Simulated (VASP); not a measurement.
Write the native input for VASP 6.6.1 that does the following.

```
Task                   : single point
Functional             : LDA
Potentials or basis    : VASP PAW LDA potentials, release 64 (K_sv, I)
Cutoff                 : 520 eV
k mesh                 : 4 × 4 × 4
Occupations            : gaussian, width 0.03 eV
Spin                   : no spin polarisation
Further INCAR settings : ALGO = Fast; EDIFF = 1e-06; NBANDS = 15
```

The structure of KI lies in POSCAR:

```
KI
1.0
    0.0000000000      3.5327750000      3.5327750000
    3.5327750000      0.0000000000      3.5327750000
    3.5327750000      3.5327750000      0.0000000000
K I
1 1
Direct
    0.0000000000      0.0000000000      0.0000000000
    0.5000000000      0.5000000000      0.5000000000
```

These files were run (other wordings do the same):

INCAR

```
SYSTEM = KI
PREC = Accurate ; ENCUT = 520
EDIFF = 1E-6 ; ISMEAR = 0
SIGMA = 0.03 ; LREAL = .FALSE.
LASPH = .TRUE. ; NELM = 80
ALGO = Fast ; ISIF = 2
LWAVE = .FALSE. ; LCHARG = .FALSE.
NBANDS = 15 ; KPAR = 4
```

KPOINTS

```
Automatic mesh
0
G
  4 4 4
  0 0 0
```

Potentials or basis: VASP PAW LDA potentials, release 64 (K_sv, I).

The run is started by

```sh
$ cat potpaw_LDA.64/K_sv/POTCAR potpaw_LDA.64/I/POTCAR > POTCAR
$ mpirun -np 4 vasp_std > vasp.out
```

Results of the run:

```
Pressure               : -1.3 GPa
Band gap on the k mesh : 3.61 eV, direct
```

Caveat: spin-orbit coupling is left out, which moves the levels of the heavy elements.

It took 6.6 s on 4 MPI ranks on Intel(R) Xeon(R) Platinum 8488C (Sapphire Rapids) (shared host), peak memory 0.18 GiB a rank.
